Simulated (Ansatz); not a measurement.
# Ti (Fm-3m) in Ansatz: notebook

One crystal, Ti, is run at these levels: PBE0; tasks: single point, equation of state.

Program: Ansatz 0.2.0. These are calculated values, not measurements. Logs are shortened: lines on timing, memory, paths and dates and some standing lists are left out, and cuts for length are marked.

## (1) Starting point

Symmetry: Fm-3m, No. 225, cubic system. Conventional cell: a = 4.060 Å, b = 4.060 Å, c = 4.060 Å, α = 90.00°, β = 90.00°, γ = 90.00°. Ti (site symmetry m-3m) has 12 Ti at 2.87 Å as nearest neighbours.

This isn't the form of Ti at room conditions, which is hcp.

## (2) Single point, PBE0, 15.73 Å³/atom (volume scaled by 0.94)

input.yaml

```yaml
crystal:
  lattice:
    - [0.0, 1.9885598007, 1.9885598007]
    - [1.9885598007, 0.0, 1.9885598007]
    - [1.9885598007, 1.9885598007, 0.0]
  atoms:
    - { symbol: Ti, position: [0.0, 0.0, 0.0] }
hamiltonian:
  xc: pbe0
  pseudopotentials: { kind: paw }
kpoints:
  mp_grid: { grid: [6, 6, 6] }
scf:
  occupations: { method: fermi_dirac, width: 0.05 }
output:
  forces: true
  stress: true
  eigenvalues: true
  write_density: true
  write_potential: true
  elf: true
  volumetric_format: npy
```

Potentials or basis: Ansatz PAW.

The run is started by

```sh
ansatz run input.yaml --threads 2 --pin off --max-ram 5632MiB --backend cpu --events-out ev --progress --plain --runs-dir out
```

The program printed:

```text
Warning: output.stress: scf.convergence.dr2_threshold = 1e-7 eV (the SCF's general default) is looser than the 1e-10 eV advised for a printed stress (1e-10 eV for each atom of the cell: 1). What an SCF threshold leaves in a stress goes as its square root, and in the free energy as the threshold itself, and one threshold admits the most on a small cell: of the crystals measured, under no hybrid functional and no lock of the moments, on runs that ended without the residual-converged pass, on stresses that held no estimate of that error, the worst erred by over 100 MPa in a component at 1e-7 eV an atom and by under 5 at 1e-10. Set scf.convergence.dr2_threshold to 1e-10 eV or tighter. The threshold is an SCF's pass mark: one that does not reach it within its budget of iterations ends unconverged, or closes short of it on a stop that the run arms, and scf.convergence.dr2_threshold's page says what that costs each kind of run
Warning: output.stress: scf.exx.energy_threshold = 1e-6 eV is looser than the 1e-8 eV advised for a stress under a hybrid functional (1e-8 eV for each atom of the cell: 1). Every SCF of the exchange loop can meet its threshold on dr2 while the loop round them stops early: no threshold on dr2 bounds what that leaves in the stress. Set scf.exx.energy_threshold to 1e-8 eV or tighter. The threshold is the loop's pass mark: a loop that does not reach it within its budget of cycles ends unconverged, and scf.exx.energy_threshold's page has the law
Warning: RAYON_NUM_THREADS=2 ignored (pool sized by the plan → 2); use --threads N
Engine: ansatz 0.2.0, x86_64-unknown-linux-gnu
Pseudopotentials: kind: paw
Pseudopotential: Ti, paw, valence charge 12, recommended cutoff 420 eV (normal), Ti.paw.azcp
Functional definition: PBE0
  parameter a = 0.25
  parameter kappa = 0.804
  parameter beta = 0.06672455060314922
  exchange = (1 - a)*pbe_x(kappa = kappa, mu = beta*pi^2/3) + a*exact_x
  correlation = pbe_c(beta = beta)
Crystal: 1 atoms, lattice volume = 15.727 Å³
Basis set: ecut = 420 eV, 331 PW (Γ), exchange–correlation on 40×40×40 points (8 copies of the dense FFT grid, shifted against one another)
Bands: 10, of which v1, the nominal top of the filled ones, is band 6 counted from 1 (5 counted from 0)
Symmetry: 48 space group operations
Space group: Fm-3m (ITA 225), of the structure as read, at distance tolerance 2.5e-5 Å
k-points: 16 of 216
Non-local potential: Ti, projectors of the file, l = 0: 3, l = 1: 2, l = 2: 3, l = 3: 1
PAW form: soft (Blöchl's): semilocal exchange-correlation on the pseudo side does not see the compensation charge
PAW frozen core: Ti, regenerated for the run's functional, and the local potential with it (the file was generated under x = pbe(κ = 0.804, μ = 0.2195149727645171), c = pbe(β = 0.06672455060314922))
PAW one-centre angular grid: Ti, 590 points (default); XC on 64 Gauss nodes
Initial density: superposition of atomic densities (neutral atoms: chi_scale 0, normalization atom), corrected by the library's trained network
Initial wavefunctions: pseudopotential atomic-orbital guess
Functional: x = pbe(κ = 0.804, μ = 0.2195149727645171), c = pbe(β = 0.06672455060314922), warm-up for x = 0.75 pbe(κ = 0.804, μ = 0.2195149727645171) + 0.25 exact, c = pbe(β = 0.06672455060314922)
SCF iter   1: F=—  HF=-2499.546334 eV  |F-HF|=—  |Δ(HF+E_count)|=         —  Δρ=4.78e-3  dr2=1.85e-3  ethr=1.77e-3  ⟨swp⟩=4.7  Hψ=579  notcnv=0
preconditioner: auto → none  [metal: Δε(μ)=0.082 eV  Ē_g=4.548 eV  σ=0.050 eV  W_gap=0.39  n_scr=0 (ndim 8)  ℏωp=18.7 eV  f_vac=0.000  D(μ)=2.50/eV (n_scr^D=50)]
SCF iter   2: F=—  HF=-2499.546443 eV  |F-HF|=—  |Δ(HF+E_count)|=   1.09e-4  Δρ=2.34e-3  dr2=2.59e-4  ethr=1.54e-5  ⟨swp⟩=3.1  Hψ=412  notcnv=0
SCF iter   3: F=—  HF=-2499.546524 eV  |F-HF|=—  |Δ(HF+E_count)|=   8.05e-5  Δρ=8.37e-4  dr2=4.29e-5  ethr=2.16e-6  ⟨swp⟩=3.0  Hψ=292  notcnv=0
iter 4 solved again at ethr=1.94e-9 eV; its pass at ethr=3.57e-7 eV (dr2=2.33e-7 eV) is discarded
SCF iter   4: F=—  HF=-2499.546536 eV  |F-HF|=—  |Δ(HF+E_count)|=   1.19e-5  Δρ=6.45e-5  dr2=1.80e-7  ethr=1.94e-9  ⟨swp⟩=4.0  Hψ=669  notcnv=0
eigensolver tolerance schedule: the retry pair's looser diagonalisation over-reported the residual by 0.29 of it (diagonalisation noise at 0.29 of the residual, at the tolerance the schedule requests for it); recorded, not acted on — ethr = c·dr2/N_el stays at c = 1.0e-1
SCF iter   5: F=—  HF=-2499.546536 eV  |F-HF|=—  |Δ(HF+E_count)|=   1.63e-7  Δρ=9.93e-6  dr2=1.52e-8  ethr=1.50e-9  ⟨swp⟩=3.0  Hψ=335  notcnv=0
SCF iter   6: F=-2499.546536 eV  HF=-2499.546536 eV  |F-HF|=5.18e-11  |Δ(HF+E_count)|=   5.60e-9  Δρ=6.89e-7  dr2=7.12e-11  ethr=1.27e-10  ⟨swp⟩=2.9  Hψ=286  notcnv=0
SCF 1 converged in 6 iterations: F = -2499.546536 eV  dr2 = 7.12e-11
Initial density: handed on by an earlier stage of this run
Initial wavefunctions: those handed on with the density
Functional: x = 0.75 pbe(κ = 0.804, μ = 0.2195149727645171) + 0.25 exact, c = pbe(β = 0.06672455060314922)
Frozen-core exchange: fock
iter 1 solved again at ethr=4.79e-4 eV; its pass at ethr=1.00e-1 eV (dr2=5.75e-2 eV) is discarded
SCF iter   1: F=—  HF=-2499.024329 eV  |F-HF|=—  |Δ(HF+E_count)|=         —  Δρ=2.52e-2  dr2=1.10e-1  ethr=4.79e-4  ⟨swp⟩=4.1  Hψ=799  notcnv=0
eigensolver tolerance schedule calibrated: the retry pair's looser diagonalisation under-reported the residual by θ = 0.41 (0.17/decade); ethr = c·dr2/N_el runs at the constant in force after the calibration composes with the one it found (an armed cap, an earlier calibration), c = 3.3e-2
preconditioner: auto → none  [insulator: Δε(μ)=0.371 eV  Ē_g=6.535 eV  σ=0.050 eV  W_gap=0.56  n_scr=0 (ndim 8)  ℏωp=18.7 eV  f_vac=0.000  D(μ)=0.63/eV (n_scr^D=0)]
SCF iter   2: F=—  HF=-2498.982561 eV  |F-HF|=—  |Δ(HF+E_count)|=   4.18e-2  Δρ=4.45e-3  dr2=8.83e-3  ethr=2.64e-4  ⟨swp⟩=3.9  Hψ=523  notcnv=0
[... 4 lines left out ...]
SCF 2 converged in 6 iterations: F = -2498.982084 eV  dr2 = 1.52e-9
hybrid outer 1: dexx = +3.306e-2 eV, tail = 1.85e-2 eV
Frozen-core exchange: fock
[... 1 line left out ...]
preconditioner: auto → none  [insulator: Δε(μ)=0.590 eV  Ē_g=6.413 eV  σ=0.050 eV  W_gap=0.59  n_scr=0 (ndim 8)  ℏωp=18.7 eV  f_vac=0.000  D(μ)=0.66/eV (n_scr^D=8)]
[... 5 lines left out ...]
SCF 3 converged in 6 iterations: F = -2499.021575 eV  dr2 = 2.51e-9
  Residual-converged pass: ⟨swp⟩=2.8  Hψ=276  notcnv=0  max |occ|·‖R‖ = 2.2e-6 eV (tolerance 2.4e-6 eV)  dr2=2.40e-9  dr2_onsite=1.35e-9  max |Δocc| = 7.2e-11
hybrid outer 2: dexx = +2.414e-3 eV, tail = 2.92e-3 eV, Δε = 2.40e-1 eV (about 1.34e-1 eV left of the loop's levels)
Frozen-core exchange: fock
[... 1 line left out ...]
preconditioner: auto → none  [insulator: Δε(μ)=0.647 eV  Ē_g=6.397 eV  σ=0.050 eV  W_gap=0.76  n_scr=0 (ndim 8)  ℏωp=18.7 eV  f_vac=0.000  D(μ)=0.78/eV (n_scr^D=8)]
[... 3 lines left out ...]
SCF 4 converged in 4 iterations: F = -2499.025305 eV  dr2 = 1.33e-9
  Residual-converged pass: ⟨swp⟩=3.1  Hψ=322  notcnv=0  max |occ|·‖R‖ = 2.4e-6 eV (tolerance 2.4e-6 eV)  dr2=1.34e-9  dr2_onsite=9.55e-9  max |Δocc| = 1.1e-10
hybrid outer 3: dexx = +1.248e-3 eV, tail = 3.73e-3 eV, Δε = 8.34e-2 eV (about 1.40e-1 eV left of the loop's levels), ΔF = 3.70e-32 eV/Å (tail 4.75e-31)
Frozen-core exchange: fock
[... 1 line left out ...]
preconditioner: auto → none  [insulator: Δε(μ)=0.658 eV  Ē_g=6.394 eV  σ=0.050 eV  W_gap=0.81  n_scr=0 (ndim 8)  ℏωp=18.7 eV  f_vac=0.000  D(μ)=0.76/eV (n_scr^D=8)]
[... 1 line left out ...]
SCF 5 stopped early in 2 iterations: F = -2499.029595 eV  dr2 = 1.13e-5
hybrid outer 4: dexx = +1.838e-3 eV, tail = inf eV, Δε = 2.34e-1 eV (about 1.94e-1 eV left of the loop's levels)
Frozen-core exchange: fock
[... 1 line left out ...]
preconditioner: auto → none  [insulator: Δε(μ)=0.615 eV  Ē_g=6.391 eV  σ=0.050 eV  W_gap=0.79  n_scr=0 (ndim 8)  ℏωp=18.7 eV  f_vac=0.000  D(μ)=0.74/eV (n_scr^D=8)]
SCF iter   2: F=—  HF=-2499.029626 eV  |F-HF|=—  |Δ(HF+E_count)|=   1.10e-7  Δρ=3.34e-5  dr2=2.55e-6  ethr=2.78e-9  ⟨swp⟩=3.6  Hψ=305  notcnv=0
SCF iter   3: F=—  HF=-2499.029668 eV  |F-HF|=—  |Δ(HF+E_count)|=   4.20e-5  Δρ=4.33e-5  dr2=3.62e-7  ethr=8.12e-10  ⟨swp⟩=3.6  Hψ=360  notcnv=0
SCF iter   4: F=—  HF=-2499.029668 eV  |F-HF|=—  |Δ(HF+E_count)|=   6.16e-8  Δρ=1.00e-5  dr2=1.74e-7  ethr=8.12e-10  ⟨swp⟩=3.1  Hψ=284  notcnv=0
SCF iter   5: F=—  HF=-2499.029668 eV  |F-HF|=—  |Δ(HF+E_count)|=   4.24e-9  Δρ=5.95e-6  dr2=1.64e-7  ethr=1.40e-10  ⟨swp⟩=2.2  Hψ=274  notcnv=0
SCF iter   6: F=—  HF=-2499.029668 eV  |F-HF|=—  |Δ(HF+E_count)|=   5.55e-7  Δρ=1.24e-5  dr2=4.07e-8  ethr=4.85e-11  ⟨swp⟩=3.6  Hψ=402  notcnv=0
SCF iter   7: F=—  HF=-2499.029668 eV  |F-HF|=—  |Δ(HF+E_count)|=   5.70e-9  Δρ=8.49e-7  dr2=2.35e-8  ethr=4.85e-11  ⟨swp⟩=3.8  Hψ=296  notcnv=0
Mixer restart at iter 7: flushing history
SCF iter   8: F=-2499.029668 eV  HF=-2499.029668 eV  |F-HF|=1.35e-9  |Δ(HF+E_count)|=   7.43e-8  Δρ=4.81e-6  dr2=6.31e-9  ethr=1.00e-12  ⟨swp⟩=4.2  Hψ=400  notcnv=0
SCF 6 converged in 8 iterations: F = -2499.029668 eV  dr2 = 6.31e-9
  Residual-converged pass: ⟨swp⟩=1.8  Hψ=201  notcnv=0  max |occ|·‖R‖ = 2.3e-6 eV (tolerance 2.4e-6 eV)  dr2=6.31e-9  dr2_onsite=2.72e-10  max |Δocc| = 1.2e-14
hybrid outer 5: dexx = +2.390e-6 eV, tail = inf eV, Δε = 2.28e-2 eV (about 1.21e-3 eV left of the loop's levels)
Frozen-core exchange: fock
SCF iter   1: F=—  HF=-2499.029668 eV  |F-HF|=—  |Δ(HF+E_count)|=         —  Δρ=6.60e-6  dr2=4.97e-9  ethr=1.11e-9  ⟨swp⟩=2.5  Hψ=330  notcnv=0
preconditioner: auto → none  [insulator: Δε(μ)=0.614 eV  Ē_g=6.392 eV  σ=0.050 eV  W_gap=0.79  n_scr=0 (ndim 8)  ℏωp=18.7 eV  f_vac=0.000  D(μ)=0.74/eV (n_scr^D=8)]
SCF iter   2: F=-2499.029668 eV  HF=-2499.029668 eV  |F-HF|=3.92e-10  |Δ(HF+E_count)|=  7.58e-10  Δρ=3.56e-6  dr2=9.90e-10  ethr=3.50e-11  ⟨swp⟩=2.8  Hψ=270  notcnv=0
SCF 7 converged in 2 iterations: F = -2499.029668 eV  dr2 = 9.90e-10
  Residual-converged pass: ⟨swp⟩=2.6  Hψ=276  notcnv=0  max |occ|·‖R‖ = 2.3e-6 eV (tolerance 2.4e-6 eV)  dr2=9.80e-10  dr2_onsite=1.87e-10  max |Δocc| = 1.3e-14
hybrid outer 6: dexx = +3.143e-9 eV, tail = 2.35e-9 eV, Δε = 9.22e-5 eV (about 6.33e-5 eV left of the loop's levels), ΔF = 2.38e-31 eV/Å (tail 9.32e-32)
hybrid SCF converged: 6 outer / 28 inner (+6 warm-up), last move |dexx| = 3.14e-9 eV, tail = 2.35e-9 eV
Stability not checked: this state was not tested for a lower state beside it, because the functional holds exact exchange (a hybrid, or Hartree-Fock), whose exchange loop this test does not read (fock_operator; see scf.lower_state_search)
Free energy (F): -2499.029668 eV
Frozen-core exchange: fock
Harris-Foulkes:  -2499.029668 eV  (|F-HF|=3.92e-10)
Internal energy: -2499.023860 eV  (E = F + TS)
E sigma→0 (E₀):  -2499.026764 eV
Entropy (-TS):   -0.005809 eV (-5.809 meV/atom)
Fermi energy:    14.749708 eV
--- Per-component energies (eV) ---
  E_band       = -171.974238
  E_kinetic    = 274.711212
  E_local      = -748.204760  (includes V_loc(G=0)·N_el)
  E_nonlocal   = 5.211219
  E_hartree    = 309.562131
  E_xc         = -76.369055
  E_vxc        = -95.484165  (∫ρ·V_xc dr)
  E_exx        = -44.233298  (= α·E_x^exact, valence–valence)
  E_paw        = -1024.330252  (= ΣΔE_a)
  E_vpaw       = -138.865817  (= ΣTr[D̂ρ^β])
  E_aug_tail   = 0.000137  (compensation charges beyond the density's cutoff)
  E_ewald      = -1195.203676
  E_core_change = -0.167520  (= ΣΔE_core)
  E_smearing   = -0.005809  (= −TS)
  E_closure    = 0.000001  (closes the sum)
  Σ components = -2499.029668   (vs F -2499.029668, Δ=-4.55e-13)
--- Forces (eV/Å), atoms counted from 1 ---
  atom   1  Ti    -0.00000000    -0.00000000     0.00000000
  max |Σ_I F_I| component: 2.96e-31 eV/Å
--- Stress (GPa, compression-positive) ---
       13.633831      -0.000000       0.000000
       -0.000000      13.633831       0.000000
        0.000000      -0.000000      13.633831
  P = ⅓ Tr σ = 13.6338 GPa (136.338 kbar)
--- Band table (eV; the first three rows and the last of 16) ---
  k-point 0: bands = ["-46.9187", "-20.9719", "-20.9719", "-20.9719", "6.9477", "16.7841", "16.7841", "16.7841", "19.1617", "19.1617"]
  k-point 1: bands = ["-46.8702", "-21.2314", "-21.0022", "-21.0022", "8.0058", "15.8411", "17.0622", "17.0622", "18.9692", "18.9692"]
  k-point 2: bands = ["-46.7721", "-21.7315", "-21.0585", "-21.0585", "10.2714", "14.3983", "17.0029", "17.0029", "19.5396", "19.5396"]
  k-point 15: bands = ["-46.6593", "-21.7473", "-21.4506", "-21.3143", "12.0394", "12.8629", "15.9770", "19.0447", "20.5491", "23.6491"]
```

Wall time 11 s (2 threads of AMD EPYC 7R43 (Zen 3), shared host); peak memory 0.6 GiB.

What came out:

* Free energy: -2499.0297 eV
* Pressure: 13.6 GPa
* Band gap on the k mesh: none (metal or under the smearing width)

Caveat: the k mesh is coarse (spacing up to 0.46 Å⁻¹), so the values aren't converged, least of all with exact exchange; the PAW data sets come from PBE, with cores solved anew for the run's functional, which leaves a small shift of forces and pressure; the thresholds are loose for stress.

## (3) Single point, PBE0, 16.06 Å³/atom (volume scaled by 0.96)

input.yaml

```yaml
crystal:
  lattice:
    - [0.0, 2.0025642044, 2.0025642044]
    - [2.0025642044, 0.0, 2.0025642044]
    - [2.0025642044, 2.0025642044, 0.0]
  atoms:
    - { symbol: Ti, position: [0.0, 0.0, 0.0] }
hamiltonian:
  xc: pbe0
  pseudopotentials: { kind: paw }
kpoints:
  mp_grid: { grid: [6, 6, 6] }
scf:
  occupations: { method: fermi_dirac, width: 0.05 }
output:
  forces: true
  stress: true
  eigenvalues: true
```

Potentials or basis: Ansatz PAW.

The run is started by

```sh
ansatz run input.yaml --threads 2 --pin off --max-ram 5632MiB --backend cpu --events-out ev --progress --plain --runs-dir out
```

Wall time 12 s (2 threads of AMD EPYC 7R43 (Zen 3), shared host); peak memory 0.57 GiB.

Results (log left out):

```
Free energy            : -2499.0544 eV
Pressure               : 10.1 GPa
Band gap on the k mesh : none (metal or under the smearing width)
```

Caveat: the k mesh is coarse (spacing up to 0.45 Å⁻¹), so the values aren't converged, least of all with exact exchange; the PAW data sets come from PBE, with cores solved anew for the run's functional, which leaves a small shift of forces and pressure; the thresholds are loose for stress.

## (4) Single point, PBE0, 16.40 Å³/atom (volume scaled by 0.98)

input.yaml

```yaml
crystal:
  lattice:
    - [0.0, 2.0163754284, 2.0163754284]
    - [2.0163754284, 0.0, 2.0163754284]
    - [2.0163754284, 2.0163754284, 0.0]
  atoms:
    - { symbol: Ti, position: [0.0, 0.0, 0.0] }
hamiltonian:
  xc: pbe0
  pseudopotentials: { kind: paw }
kpoints:
  mp_grid: { grid: [6, 6, 6] }
scf:
  occupations: { method: fermi_dirac, width: 0.05 }
output:
  forces: true
  stress: true
  eigenvalues: true
  write_density: true
  write_potential: true
  elf: true
  volumetric_format: npy
```

The run is started by

```sh
ansatz run input.yaml --threads 2 --pin off --max-ram 5632MiB --backend cpu --events-out ev --progress --plain --runs-dir out
```

Run time: 11 s. Hardware: 2 threads of AMD EPYC 7R43 (Zen 3), shared host; peak memory 0.59 GiB.

It converged, with:

- Free energy: -2499.0720 eV
- Pressure: 6.8 GPa
- Band gap on the k mesh: none (metal or under the smearing width)

Caveat: the k mesh is coarse (spacing up to 0.45 Å⁻¹), so the values aren't converged, least of all with exact exchange; the PAW data sets come from PBE, with cores solved anew for the run's functional, which leaves a small shift of forces and pressure; the thresholds are loose for stress.

## (5) Single point, PBE0, 16.73 Å³/atom

input.yaml: that of step 4 with these lines changed.

```diff
@@ -2,5 +2,5 @@
   lattice:
-    - [0.0, 2.0163754284, 2.0163754284]
-    - [2.0163754284, 0.0, 2.0163754284]
-    - [2.0163754284, 2.0163754284, 0.0]
+    - [0.0, 2.03, 2.03]
+    - [2.03, 0.0, 2.03]
+    - [2.03, 2.03, 0.0]
   atoms:
```

The run is started by

```sh
ansatz run input.yaml --threads 2 --pin off --max-ram 5632MiB --backend cpu --events-out ev --progress --plain --runs-dir out
```

Run time: 13 s. Hardware: 2 threads of AMD EPYC 7R43 (Zen 3), shared host; peak memory 0.59 GiB.

Results (log left out):

| Quantity | Value |
| --- | --- |
| Free energy | -2499.0831 eV |
| Pressure | 3.9 GPa |
| Band gap on the k mesh | none (metal or under the smearing width) |

Caveat: the k mesh is coarse (spacing up to 0.45 Å⁻¹), so the values aren't converged, least of all with exact exchange; the PAW data sets come from PBE, with cores solved anew for the run's functional, which leaves a small shift of forces and pressure; the thresholds are loose for stress.

## (6) Single point, PBE0, 17.07 Å³/atom (volume scaled by 1.02)

input.yaml

```yaml
crystal:
  lattice:
    - [0.0, 2.0434441004, 2.0434441004]
    - [2.0434441004, 0.0, 2.0434441004]
    - [2.0434441004, 2.0434441004, 0.0]
  atoms:
    - { symbol: Ti, position: [0.0, 0.0, 0.0] }
hamiltonian:
  xc: pbe0
  pseudopotentials: { kind: paw }
kpoints:
  mp_grid: { grid: [6, 6, 6] }
scf:
  occupations: { method: fermi_dirac, width: 0.05 }
output:
  forces: true
  stress: true
  eigenvalues: true
```

Potentials or basis: Ansatz PAW.

The run is started by

```sh
ansatz run input.yaml --threads 2 --pin off --max-ram 5632MiB --backend cpu --events-out ev --progress --plain --runs-dir out
```

Wall time 10 s (2 threads of AMD EPYC 7R43 (Zen 3), shared host); peak memory 0.63 GiB.

It converged, with:

* Free energy: -2499.0883 eV
* Pressure: 1.1 GPa
* Band gap on the k mesh: none (metal or under the smearing width)

Caveat: the k mesh is coarse (spacing up to 0.44 Å⁻¹), so the values aren't converged, least of all with exact exchange; the PAW data sets come from PBE, with cores solved anew for the run's functional, which leaves a small shift of forces and pressure; the thresholds are loose for stress.

## (7) Single point, PBE0, 17.40 Å³/atom (volume scaled by 1.04)

input.yaml: that of step 6 with these lines changed.

```diff
@@ -2,5 +2,5 @@
   lattice:
-    - [0.0, 2.0434441004, 2.0434441004]
-    - [2.0434441004, 0.0, 2.0434441004]
-    - [2.0434441004, 2.0434441004, 0.0]
+    - [0.0, 2.0567135898, 2.0567135898]
+    - [2.0567135898, 0.0, 2.0567135898]
+    - [2.0567135898, 2.0567135898, 0.0]
   atoms:
```

The run is started by

```sh
ansatz run input.yaml --threads 2 --pin off --max-ram 5632MiB --backend cpu --events-out ev --progress --plain --runs-dir out
```

Run time: 10 s. Hardware: 2 threads of AMD EPYC 7R43 (Zen 3), shared host; peak memory 0.64 GiB.

It converged, with:

* Free energy: -2499.0881 eV
* Pressure: -1.3 GPa
* Band gap on the k mesh: none (metal or under the smearing width)

Caveat: the k mesh is coarse (spacing up to 0.44 Å⁻¹), so the values aren't converged, least of all with exact exchange; the PAW data sets come from PBE, with cores solved anew for the run's functional, which leaves a small shift of forces and pressure; the thresholds are loose for stress.

## (8) Single point, PBE0, 17.73 Å³/atom (volume scaled by 1.06)

input.yaml: that of step 7 with these lines changed.

```diff
@@ -2,5 +2,5 @@
   lattice:
-    - [0.0, 2.0567135898, 2.0567135898]
-    - [2.0567135898, 0.0, 2.0567135898]
-    - [2.0567135898, 2.0567135898, 0.0]
+    - [0.0, 2.0698140295, 2.0698140295]
+    - [2.0698140295, 0.0, 2.0698140295]
+    - [2.0698140295, 2.0698140295, 0.0]
   atoms:
```

The run is started by

```sh
ansatz run input.yaml --threads 2 --pin off --max-ram 5632MiB --backend cpu --events-out ev --progress --plain --runs-dir out
```

It took 10 s on 2 threads of AMD EPYC 7R43 (Zen 3), shared host; peak memory 0.64 GiB.

The run converged. Its results:

```yaml
Free_energy: -2499.0829 eV
Pressure: -3.6 GPa
Band_gap_on_the_k_mesh: none (metal or under the smearing width)
```

Caveat: the k mesh is coarse (spacing up to 0.44 Å⁻¹), so the values aren't converged, least of all with exact exchange; the PAW data sets come from PBE, with cores solved anew for the run's functional, which leaves a small shift of forces and pressure; the thresholds are loose for stress.

## (9) Equation of state, PBE0

Potentials or basis: Ansatz PAW.

This step only gathers the single runs of the series.

Results:

| Quantity | Value |
| --- | --- |
| Equilibrium volume | 17.22 Å³/atom |
| Bulk modulus | 128 GPa |
| Pressure derivative of the bulk modulus | 3.6 |

Energy against volume, from the lowest point:
```tsv
volume (Å³/atom)	energy (meV/atom)
15.727	58.64
16.062	33.92
16.396	16.31
16.731	5.18
17.065	0.00
17.400	0.21
17.735	5.42
```

Caveat: the k mesh is coarse (spacing up to 0.45 Å⁻¹), so the values aren't converged, least of all with exact exchange; the PAW data sets were made with another functional, which shifts forces and pressure a little. Zero-point motion and thermal expansion aren't in these numbers.
